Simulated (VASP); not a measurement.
Level of theory: SCAN meta-GGA, VASP's PBE PAW potentials (set 64) (plane waves; VASP).

A VASP calculation is set up with these files.

### KPOINTS
```
Automatic mesh
0
Gamma
7 7 6
0 0 0
```

**INCAR**
```
SYSTEM = Li3N
PREC = Accurate
ENCUT = 520
EDIFF = 1E-7
NELM = 100
ALGO = Normal
LREAL = .FALSE.
LASPH = .TRUE.
ISMEAR = 0
SIGMA = 0.05
METAGGA = SCAN
LMIXTAU = .TRUE.
LWAVE = .FALSE.
LCHARG = .FALSE.
ISIF = 4
IBRION = 2
NSW = 30
EDIFFG = -0.01
```

**POSCAR**
```
Li3N
1
    1.7852687551    -3.0921764527     0.0000000000
    1.7852687551     3.0921764527     0.0000000000
    0.0000000000     0.0000000000     3.8055172349
Li N
3 1
Direct
  0.3333330000   0.6666670000   0.0000000000
  0.6666670000   0.3333330000   0.0000000000
  0.0000000000   0.0000000000   0.5000000000
  0.0000000000   0.0000000000   0.0000000000
```

POTCAR, in this order: Li_sv N (PBE.64 set). Program: vasp_std.

What VASP printed:

File OSZICAR:
```
       N       E                     dE             d eps       ncg     rms          rms(c)
DAV:   1     0.555615331232E+02    0.55562E+02   -0.69359E+03   704   0.140E+03
DAV:   2    -0.154637903570E+02   -0.71025E+02   -0.66359E+02   895   0.267E+02
DAV:   3    -0.250976265227E+02   -0.96338E+01   -0.95865E+01  1112   0.825E+01
DAV:   4    -0.258474125350E+02   -0.74979E+00   -0.74851E+00  1085   0.203E+01
DAV:   5    -0.258554096747E+02   -0.79971E-02   -0.79968E-02   965   0.269E+00    0.925E+00
DAV:   6    -0.177467927628E+02    0.81086E+01   -0.21952E+01   835   0.239E+01    0.398E+00
DAV:   7    -0.180589181343E+02   -0.31213E+00   -0.21237E+00   849   0.115E+01    0.187E+00
DAV:   8    -0.193688941231E+02   -0.13100E+01   -0.20253E+00   875   0.943E+00    0.208E+00
DAV:   9    -0.183915146368E+02    0.97738E+00   -0.89269E-01   779   0.852E+00    0.337E-01
DAV:  10    -0.184393847815E+02   -0.47870E-01   -0.22971E-01   722   0.456E+00    0.367E-01
DAV:  11    -0.184614075173E+02   -0.22023E-01   -0.45422E-02   779   0.187E+00    0.173E-01
DAV:  12    -0.184854904853E+02   -0.24083E-01   -0.13708E-02   820   0.109E+00    0.186E-01
DAV:  13    -0.184633871227E+02    0.22103E-01   -0.33660E-02   716   0.268E+00    0.481E-02
DAV:  14    -0.184648637474E+02   -0.14766E-02   -0.32635E-03   809   0.531E-01    0.278E-02
DAV:  15    -0.184646708848E+02    0.19286E-03   -0.17421E-04   980   0.136E-01    0.337E-02
DAV:  16    -0.184647162698E+02   -0.45385E-04   -0.43927E-05   764   0.961E-02    0.338E-02
DAV:  17    -0.184648211096E+02   -0.10484E-03   -0.17902E-04   725   0.198E-01    0.234E-02
DAV:  18    -0.184647739520E+02    0.47158E-04   -0.55041E-05   782   0.895E-02    0.182E-02
DAV:  19    -0.184647985059E+02   -0.24554E-04   -0.39620E-05   728   0.856E-02    0.135E-02
DAV:  20    -0.184648053581E+02   -0.68521E-05   -0.81968E-06   801   0.303E-02    0.950E-03
DAV:  21    -0.184647943338E+02    0.11024E-04   -0.12916E-05   731   0.340E-02    0.532E-03
DAV:  22    -0.184647970891E+02   -0.27553E-05   -0.19735E-06   740   0.195E-02    0.211E-03
DAV:  23    -0.184648082542E+02   -0.11165E-04   -0.51626E-06   734   0.266E-02    0.289E-03
DAV:  24    -0.184648066949E+02    0.15593E-05   -0.97007E-07   746   0.141E-02    0.218E-03
DAV:  25    -0.184648073841E+02   -0.68919E-06   -0.83599E-07   743   0.148E-02    0.194E-03
DAV:  26    -0.184648064900E+02    0.89406E-06   -0.31297E-07   806   0.541E-03    0.132E-03
DAV:  27    -0.184648055156E+02    0.97444E-06   -0.12833E-07   743   0.569E-03    0.776E-04
DAV:  28    -0.184648052717E+02    0.24395E-06   -0.16983E-08   630   0.204E-03    0.727E-04
DAV:  29    -0.184648042956E+02    0.97607E-06   -0.11344E-08   412   0.160E-03    0.430E-04
DAV:  30    -0.184648037890E+02    0.50662E-06   -0.68354E-09   406   0.848E-04    0.278E-04
DAV:  31    -0.184648035585E+02    0.23047E-06   -0.27003E-09   403   0.619E-04    0.202E-04
DAV:  32    -0.184648031152E+02    0.44333E-06   -0.24937E-09   406   0.571E-04    0.109E-04
DAV:  33    -0.184648029197E+02    0.19547E-06   -0.15159E-09   406   0.409E-04    0.410E-05
DAV:  34    -0.184648027666E+02    0.15312E-06   -0.83288E-10   406   0.265E-04    0.115E-05
DAV:  35    -0.184648027435E+02    0.23124E-07   -0.37145E-10   406   0.180E-04
   1 F= -.18464803E+02 E0= -.18464803E+02  d E =-.184648E+02
       N       E                     dE             d eps       ncg     rms          rms(c)
DAV:   1    -0.184649110788E+02   -0.10831E-03   -0.53320E-03   704   0.863E-01    0.517E-02
DAV:   2    -0.184648780047E+02    0.33074E-04   -0.61930E-05   845   0.100E-01    0.314E-02
DAV:   3    -0.184648026347E+02    0.75370E-04   -0.19691E-04   716   0.142E-01    0.995E-03
DAV:   4    -0.184647533018E+02    0.49333E-04   -0.41303E-05  1040   0.499E-02    0.170E-02
DAV:   5    -0.184648643803E+02   -0.11108E-03   -0.61754E-05   716   0.938E-02    0.109E-02
DAV:   6    -0.184648801097E+02   -0.15729E-04   -0.26742E-05   906   0.441E-02    0.483E-03
DAV:   7    -0.184648715858E+02    0.85238E-05   -0.27855E-06   746   0.241E-02    0.384E-03
DAV:   8    -0.184648745185E+02   -0.29327E-05   -0.45965E-06   722   0.280E-02    0.206E-03
DAV:   9    -0.184648747049E+02   -0.18636E-06   -0.14284E-06   728   0.160E-02    0.108E-03
DAV:  10    -0.184648740542E+02    0.65073E-06   -0.10190E-07   830   0.427E-03    0.860E-04
DAV:  11    -0.184648733182E+02    0.73595E-06   -0.15634E-08   439   0.136E-03    0.701E-04
DAV:  12    -0.184648726430E+02    0.67519E-06   -0.12710E-08   406   0.149E-03    0.399E-04
DAV:  13    -0.184648720510E+02    0.59198E-06   -0.21384E-08   406   0.176E-03    0.139E-04
DAV:  14    -0.184648719911E+02    0.59922E-07   -0.86802E-09   388   0.106E-03
   2 F= -.18464872E+02 E0= -.18464872E+02  d E =-.692477E-04
```

OUTCAR:
```
------------------------ aborting loop because EDIFF is reached ----------------------------------------
  FORCE on cell =-STRESS in cart. coord.  units (eV):
  Direction    XX          YY          ZZ          XY          YZ          ZX
  --------------------------------------------------------------------------------------
  Total        0.5997971      0.5997972      0.6445487      0.0000000     -0.0000000      0.0000000
  in kB       22.8719593     22.8719633     24.5784658      0.0000000     -0.0000000      0.0000000
  external PRESSURE =      23.4407961 kB  Pullay stress =       0.0000000 kB
  volume of cell :       42.02
      direct lattice vectors                 reciprocal lattice vectors
     1.784452304 -3.090762321  0.000000000     0.280198019 -0.161772388 -0.000000000
     1.784452304  3.090762321 -0.000000000     0.280198019  0.161772388 -0.000000000
     0.000000000 -0.000000000  3.809000349     0.000000000  0.000000000  0.262536075
 POSITION                                       TOTAL-FORCE (eV/Angst)
 -----------------------------------------------------------------------------------
      1.78445      1.03026     -0.00000         0.000000      0.000000      0.000000
      1.78445     -1.03026      0.00000        -0.000000     -0.000000      0.000000
      1.78445      3.09076      1.90450         0.000000     -0.000000      0.000000
      1.78445      3.09076     -0.00000         0.000000     -0.000000      0.000000
 -----------------------------------------------------------------------------------
    total drift:                                0.000000     -0.000000      0.000000
  FREE ENERGIE OF THE ION-ELECTRON SYSTEM (eV)
  ---------------------------------------------------
  free  energy   TOTEN  =       -18.4648719911 eV

  energy  without entropy=      -18.4648719911  energy(sigma->0) =      -18.46487199

 reached required accuracy - stopping structural energy minimisation
```
(Selected blocks of OUTCAR.)

File CONTCAR:
```
Li3N
   1.00000000000000
     1.7844523039223339   -3.0907623212738775    0.0000000000000000
     1.7844523039223339    3.0907623212738775   -0.0000000000000000
     0.0000000000000000   -0.0000000000000000    3.8090003493902480
  Li              N
     3     1
Direct
     0.3333330000000032    0.6666669999999968    0.0000000000000000
     0.6666669999999968    0.3333330000000032    0.0000000000000000
     0.0000000000000000    1.0000000000000000    0.5000000000000000
     0.0000000000000000    1.0000000000000000    0.0000000000000000
```

The compound is Li3N in the alpha structure. This cell is one point of a volume scan, at 0.97 of the reference volume. Symmetry was kept, so distortions that lower it aren't found.
